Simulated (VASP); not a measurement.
Here is a VASP 6.6.1 calculation.

The input INCAR:

```
ALGO = Normal
EDIFF = 1E-6
EDIFFG = -0.01
ENCUT = 600
GGA = PE
IBRION = 2
ISIF = 3
ISMEAR = 0
IVDW = 12
KPAR = 2
LASPH = T
LCHARG = F
LREAL = F
LWAVE = F
NELM = 80
NSW = 90
PREC = Accurate
SIGMA = 0.03
```

KPOINTS

```
k-points
0
Gamma
  9 9 2
```

POSCAR

```
Te2Mo
1.0
    3.5182000000      0.0000000000      0.0000000000
   -1.7591000000      3.0468505756      0.0000000000
    0.0000000000      0.0000000000     13.9736000000
Te Mo
4 2
Direct
    0.3333333333      0.6666666667      0.6210000000
    0.6666666667      0.3333333333      0.1210000000
    0.3333333333      0.6666666667      0.8790000000
    0.6666666667      0.3333333333      0.3790000000
    0.3333333333      0.6666666667      0.2500000000
    0.6666666667      0.3333333333      0.7500000000
```

Potentials or basis: VASP PAW PBE potentials, release 64 (Te, Mo_sv).

Run with:

```console
$ cat potpaw_PBE.64/Te/POTCAR potpaw_PBE.64/Mo_sv/POTCAR > POTCAR
$ mpirun -np 2 vasp_std > vasp.out
```

Task: What does it give for the band gap on the k mesh?

Result: 0.67 eV, indirect (least direct gap 1.03 eV).

Task: What does it give for the relaxed cell?

Result: a = 3.496 Å, b = 3.496 Å, c = 13.695 Å, α = 90.00°, β = 90.00°, γ = 120.00°.

Task: Predict the dispersion energy per atom.

Result: -0.554 eV.

Task: Estimate the relaxed volume.

Result: 24.15 Å³/atom.

The path:
```csv
step,energy change (eV),largest force (eV/Å),pressure (GPa),volume (Å³)
1,0.0000,0.1801,-0.57,149.79
2,-0.0099,0.1781,0.16,147.87
3,-0.0107,0.1781,0.42,147.15
4,-0.0138,0.0446,-0.52,147.26
5,-0.0143,0.0147,-0.27,147.23
6,-0.0201,0.0145,-0.19,146.48
7,-0.0252,0.0121,-0.01,145.13
8,-0.0254,0.0107,0.04,144.86
9,-0.0254,0.0111,0.03,144.91
10,-0.0253,0.0168,-0.11,144.97
11,-0.0254,0.0027,-0.01,144.93
```

Caveat: spin-orbit coupling is left out, which moves the levels of the heavy elements; an odd mesh through Γ misses points on the zone boundary, where band edges often lie.
